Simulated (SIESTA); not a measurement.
## MgSi under changes of volume

One of the cells (17.692 Å³/atom); the others are scaled copies at fixed shape and fractional positions:

```xyz
4
Lattice="1.5025 -5.4260 0.0000 1.5025 5.4260 0.0000 0.0000 0.0000 4.3402" Properties=species:S:1:pos:R:3 pbc="T T T"
Si    1.5025   -0.7666    3.2551
Si    1.5025    0.7666    1.0850
Mg    1.5025    3.5987    1.0850
Mg    1.5025   -3.5987    3.2551
```

The cell comes from a database or a generator and needn't be the stable form of this composition.

| Quantity | Value |
| --- | --- |
| Program | SIESTA 5.4.2 |
| Functional | LDA |
| Potentials or basis | PseudoDojo 0.4 standard (LDA files) |
| Basis | DZP (energy shift 0.003 Ry; two zetas on semicore shells) |
| Grid cutoff | 800 Ry |
| Energy shift | 0.003 Ry |
| k mesh | 9 × 9 × 6 |
| Occupations | fermi-dirac, width 0.05 eV |
| Spin | no spin polarisation |

```tsv
volume (Å³/atom)	energy over the lowest point (meV/atom)	pressure (GPa)	largest force (eV/Å)
16.630	?	?	?
16.984	1.09	1.2	0.157
17.338	0.00	-0.1	0.159
17.692	1.68	-1.3	0.161
18.046	5.85	-2.4	0.158
18.400	12.26	-3.4	0.156
18.754	20.70	-4.2	0.157
```

Task: What does the run at 16.630 Å³/atom give?

Result: Energy over the lowest point 5.28 meV/atom; pressure 2.7 GPa; largest force 0.157 eV/Å.

Worked out: A Birch-Murnaghan fit of order 3 (a polynomial in V^(-2/3)) to the other rows has its minimum at 17.29 Å³/atom with B0 = V·E''(V) = 62 GPa and B' = 4.1 at fixed shape and positions, which overstates the stiffness. It gives 5.25 meV/atom at 16.630 Å³/atom, against the run's 5.28, and -dE/dV = 2.6 GPa, against 2.7.

Energies are extrapolated to zero smearing.

Caveats: the basis of atomic orbitals isn't converged, which shifts pressures, moduli and gaps.
